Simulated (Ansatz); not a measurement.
# CdS: a closer look at a trial structure

The task, for CdS: repeat the electronic structure at other levels of theory.

Program: Ansatz 0.2.0. Level of theory: DFT PBE, scalar-relativistic, plane waves, PAW, unless a step names another level. These are calculated values, not measurements.

1 further run of the same task is left out (set aside as unsound or not needed).

## 1. The system as given

Symmetry: I-43m, No. 217, cubic system. Conventional cell: a = 8.085 Å, b = 8.085 Å, c = 8.085 Å, α = 90.00°, β = 90.00°, γ = 90.00°. Cd (site symmetry 3m) has 4 S at 2.47 to 2.62 Å as nearest neighbours. Around S (site symmetry 3m) lie 4 Cd at 2.47 to 2.62 Å.

Coordinates:

```xyz
8
Lattice="-4.0424 4.0424 4.0424 4.0424 -4.0424 4.0424 4.0424 4.0424 -4.0424" Properties=species:S:1:pos:R:3 pbc="T T T"
Cd    1.2995    1.2995    1.2995
Cd    2.7429    2.7429   -2.7429
Cd    2.7429   -2.7429    2.7429
Cd   -2.7429    2.7429    2.7429
S     2.7239    2.7239    2.7239
S     1.3185    1.3185   -1.3185
S     1.3185   -1.3185    1.3185
S    -1.3185    1.3185    1.3185
```

It is the end of an earlier relaxation with the same method, from a generated guess; it is a trial structure. At a tolerance of 0.02 Å it has space group I-43m (No. 217); it has 33.03 Å³/atom, an uncorrected energy of -0.55 eV/atom over the elements and, on its mesh, gap 1.50 eV.

## 2. Level of theory: r2SCAN

input.yaml

```yaml
crystal:
  lattice:
    - [-4.0423742092, 4.0423742092, 4.0423742092]
    - [4.0423742092, -4.0423742092, 4.0423742092]
    - [4.0423742092, 4.0423742092, -4.0423742092]
  atoms:
    - { symbol: Cd, position: [0.3214674958, 0.3214674958, 0.3214674958] }
    - { symbol: Cd, position: [0.0, 0.0, 0.6785325042] }
    - { symbol: Cd, position: [0.0, 0.6785325042, 0.0] }
    - { symbol: Cd, position: [0.6785325042, 0.0, 0.0] }
    - { symbol: S, position: [0.6738324858, 0.6738324858, 0.6738324858] }
    - { symbol: S, position: [0.0, 0.0, 0.3261675142] }
    - { symbol: S, position: [0.0, 0.3261675142, 0.0] }
    - { symbol: S, position: [0.3261675142, 0.0, 0.0] }
basis:
  ecutwfc: 500
kpoints:
  mp_grid: { grid: [6, 6, 6] }
  band_path:
    path:
      - [[0.0, 0.0, 0.0], [0.5, -0.5, 0.5], [0.0, 0.0, 0.5], [0.0, 0.0, 0.0], [0.25, 0.25, 0.25], [0.5, -0.5, 0.5]]
      - [[0.25, 0.25, 0.25], [0.0, 0.0, 0.5]]
    npoints: 14
hamiltonian:
  xc: r2scan
scf:
  occupations: { method: gaussian, width: 0.02 }
  n_extra_bands: 20
output:
  forces: true
  stress: true
  eigenvalues: true
  populations: true
  dos: { projected: true, de: 0.02, nscf_kmesh: { grid: [9, 9, 9] } }
  bader: true
```

On the command line:

```bash
$ ansatz run input.yaml --threads 1 --pin off --max-ram 2560MiB --backend cpu --events-out ev --progress --plain --runs-dir out
```

## 3. Band edges anywhere in the zone (r2SCAN)

input.yaml: that of step 2 with these lines changed.

```diff
@@ -18,7 +18,3 @@
   mp_grid: { grid: [6, 6, 6] }
-  band_path:
-    path:
-      - [[0.0, 0.0, 0.0], [0.5, -0.5, 0.5], [0.0, 0.0, 0.5], [0.0, 0.0, 0.0], [0.25, 0.25, 0.25], [0.5, -0.5, 0.5]]
-      - [[0.25, 0.25, 0.25], [0.0, 0.0, 0.5]]
-    npoints: 14
+  band_path: { path: [VBM, CBM], npoints: 2 }
 hamiltonian:
@@ -27,9 +23,11 @@
   occupations: { method: gaussian, width: 0.02 }
-  n_extra_bands: 20
 output:
-  forces: true
-  stress: true
+  forces: false
+  stress: false
   eigenvalues: true
-  populations: true
-  dos: { projected: true, de: 0.02, nscf_kmesh: { grid: [9, 9, 9] } }
-  bader: true
+checkpoint:
+  read: start.run
+  write: ck
+  compress: false
+  write_wavefunctions: false
+  write_every: 100000
```

## 4. Eigenvalues a small step from each edge (r2SCAN)

input.yaml: that of step 3 with these lines changed.

```diff
@@ -18,3 +18,2 @@
   mp_grid: { grid: [6, 6, 6] }
-  band_path: { path: [VBM, CBM], npoints: 2 }
 hamiltonian:
@@ -27,2 +26,35 @@
   eigenvalues: true
+  eigenstates:
+    kpoints:
+      - [0.5, 0.5, 0.5]
+      - [0.487132723, 0.512867277, 0.512867277]
+      - [0.512867277, 0.487132723, 0.487132723]
+      - [0.512867277, 0.487132723, 0.512867277]
+      - [0.487132723, 0.512867277, 0.487132723]
+      - [0.512867277, 0.512867277, 0.487132723]
+      - [0.487132723, 0.487132723, 0.512867277]
+      - [0.5, 0.5, 0.518197077]
+      - [0.5, 0.5, 0.481802923]
+      - [0.5, 0.518197077, 0.5]
+      - [0.5, 0.481802923, 0.5]
+      - [0.518197077, 0.5, 0.5]
+      - [0.481802923, 0.5, 0.5]
+      - [0.507428926, 0.507428926, 0.507428926]
+      - [0.492571074, 0.492571074, 0.492571074]
+      - [0.0, 0.0, 0.0]
+      - [-0.012867277, 0.012867277, 0.012867277]
+      - [0.012867277, -0.012867277, -0.012867277]
+      - [0.012867277, -0.012867277, 0.012867277]
+      - [-0.012867277, 0.012867277, -0.012867277]
+      - [0.012867277, 0.012867277, -0.012867277]
+      - [-0.012867277, -0.012867277, 0.012867277]
+      - [0.0, 0.0, 0.018197077]
+      - [0.0, 0.0, -0.018197077]
+      - [0.0, 0.018197077, 0.0]
+      - [0.0, -0.018197077, 0.0]
+      - [0.018197077, 0.0, 0.0]
+      - [-0.018197077, 0.0, 0.0]
+      - [0.007428926, 0.007428926, 0.007428926]
+      - [-0.007428926, -0.007428926, -0.007428926]
+    e_range: [-3.44987, 3.44987]
 checkpoint:
```

(Steps that only read results are left out.)

**Question.** What will these runs give? Wanted: gap; Bader charges; gap over the zone; valence top, conduction bottom; hole masses; electron masses.

**Answer**, as computed:

| quantity | value |
| --- | --- |
| gap (r2SCAN) | 1.95 eV, indirect on the path |
| Bader charges (r2SCAN) | Cd +0.96, S -0.96 e |
| gap over the zone (r2SCAN) | 1.95 eV, indirect |
| valence top, conduction bottom (fractional k) (r2SCAN) | (0.500, 0.500, 0.500), (0.000, 0.000, 0.000) |
| hole masses (r2SCAN) | 0.81 to 2.40 m0 along the directions sampled |
| electron masses (r2SCAN) | 0.21 to 0.21 m0 along the directions sampled |

The gap runs from 1.50 eV with PBE to 1.95 eV with r2SCAN. At this fixed cell r2SCAN gives -0.9 GPa, so it would relax to a smaller volume.
